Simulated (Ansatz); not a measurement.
Below is a relaxed structure of Si3C2. The cell was found from a structure generator's guess, not taken from experiment.

Computed with DFT PBE, scalar-relativistic, plane waves, PAW (Ansatz 0.2.0). Cutoff 420 eV, Γ-centred mesh, Gaussian smearing, no spin polarisation.

```
Si C
1.0
     2.89699    0.00000    0.00000
    -1.44850    2.50887    0.00000
     0.00000    0.00000   14.36774
Si C
6 4
Direct
  0.66667 0.33333 0.07854
  0.66667 0.33333 0.25000
  0.66667 0.33333 0.42146
  0.33333 0.66667 0.75000
  0.33333 0.66667 0.92146
  0.33333 0.66667 0.57854
  0.66667 0.33333 0.84968
  0.66667 0.33333 0.65032
  0.33333 0.66667 0.15032
  0.33333 0.66667 0.34968
```

Formation energies are uncorrected and refer to the elements' standard structures at the same level.

Task: What space group does it have?

Result: P6_3/mmc (No. 194). Conventional cell: a = 2.897 Å, c = 14.368 Å. Si on a site of symmetry 3m is surrounded by 3 C at 1.96 Å and 1 Si at 2.46 Å; Si on a site of symmetry -6m2 is surrounded by 6 C at 2.20 Å, 2 Si at 2.46 Å and 6 Si at 2.90 Å; C has 3 Si at 1.96 Å and 3 Si at 2.20 Å.

Task: What is its formation energy per atom?

Result: +0.76 eV/atom. A positive value: parting into the elements would lower its energy.

Task: Is it a metal?

Result: Yes, bands cross the Fermi level on the 12×12×4 mesh.

The last run used a 12×12×4 mesh (in the run's order of axes) for its 10-atom cell and Gaussian smearing of 0.10 eV. The reference form of C is held partly by dispersion forces, which this level lacks. A structure relaxed within its symmetry needn't be a true minimum. Another cell of Si3C2 relaxed alike, in P-3m1, lies 0.37 eV/atom lower, so this cell isn't the stable form at this level.
